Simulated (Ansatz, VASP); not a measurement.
**One calculation of Sb, two programs**

File POSCAR:

```
Sb
1.0
    0.0000000000      2.3712425216      2.3712425216
    2.3712425216      0.0000000000      2.3712425216
    2.3712425216      2.3712425216      0.0000000000
Sb
1
Direct
    0.0000000000      0.0000000000      0.0000000000
```

File INCAR.step1:

```
PREC     = Accurate       # precision mode
ENCUT    = 520            # plane-wave cutoff, eV
ISMEAR   = -1             # smearing method
SIGMA    = 0.05           # smearing width, eV
LREAL    = F              # projectors in reciprocal space
LASPH    = T              # aspherical terms in the spheres
NELM     = 60             # most SCF steps
NBANDS   = 8              # bands
GGA      = PE             # functional
ALGO     = Normal         # electronic algorithm
EDIFF    = 1E-4           # SCF threshold, eV
LWAVE    = T              # write WAVECAR
LCHARG   = F              # write CHGCAR
```

The input INCAR.step2:

```
PREC     = Accurate       # precision mode
ENCUT    = 520            # plane-wave cutoff, eV
EDIFF    = 1E-6           # SCF threshold, eV
ISMEAR   = -1             # smearing method
SIGMA    = 0.05           # smearing width, eV
LREAL    = F              # projectors in reciprocal space
LASPH    = T              # aspherical terms in the spheres
NELM     = 60             # most SCF steps
ALGO     = Normal         # electronic algorithm
ISIF     = 2              # what is computed and relaxed
LWAVE    = F              # write WAVECAR
LCHARG   = F              # write CHGCAR
METAGGA  = R2SCAN         # meta-GGA
LMIXTAU  = T            
NBANDS   = 8              # bands
ISTART   = 1
```

KPOINTS

```
Automatic mesh
0
Gamma
  10 10 10
```

The input input.yaml:

```yaml
crystal:
  lattice:
    - [0.0, 2.3712425216, 2.3712425216]
    - [2.3712425216, 0.0, 2.3712425216]
    - [2.3712425216, 2.3712425216, 0.0]
  atoms:
    - { symbol: Sb, position: [0.0, 0.0, 0.0] }
hamiltonian:
  xc: r2scan
  pseudopotentials: { kind: paw }
kpoints:
  mp_grid: { grid: [10, 10, 10] }
  band_path:
    path:
      - [[0.0, 0.0, 0.0], [0.5, 0.0, 0.5], [0.5, 0.25, 0.75], [0.375, 0.375, 0.75], [0.0, 0.0, 0.0], [0.5, 0.5, 0.5], [0.625, 0.25, 0.625], [0.5, 0.25, 0.75], [0.5, 0.5, 0.5], [0.375, 0.375, 0.75]]
      - [[0.625, 0.25, 0.625], [0.5, 0.0, 0.5]]
    npoints: 14
scf:
  occupations: { method: fermi_dirac, width: 0.05 }
  n_extra_bands: 6
output:
  forces: true
  stress: true
  eigenvalues: true
  fatbands: true
```

This isn't the form of Sb at room conditions, which is rhombohedral.

Alike in both runs: functional r2SCAN; k mesh 10 × 10 × 10; occupations fermi-dirac, width 0.05 eV; no spin polarisation.

|  | VASP | Ansatz |
| --- | --- | --- |
| version | VASP 6.6.1 | Ansatz 0.2.0 |
| potentials or method | VASP PAW PBE potentials, release 64 (Sb) | Ansatz PAW |
| plane-wave cutoff (eV) | 520 | 500 |
| valence electrons in the cell | 5 | 15 |
| task | single point | band structure |

```csv
,VASP,Ansatz,Ansatz less VASP
gap on the k mesh at the Fermi level (eV),none,none,-
pressure (GPa),1.0,1.1,+0.11
```

A gap of «none» marks a metal or a gap that the smearing closes. The two sets of potentials don't hold the same shells in valence.

Caveats: the PAW data sets were made with another functional, which shifts forces and pressure a little (VASP); spin-orbit coupling is left out, which moves the levels of the heavy elements (Ansatz); the PAW data sets come from PBE, with cores solved anew for the run's functional, which leaves a small shift of forces and pressure (Ansatz). The runs have no spin-orbit coupling, so splittings on Sb are missing.
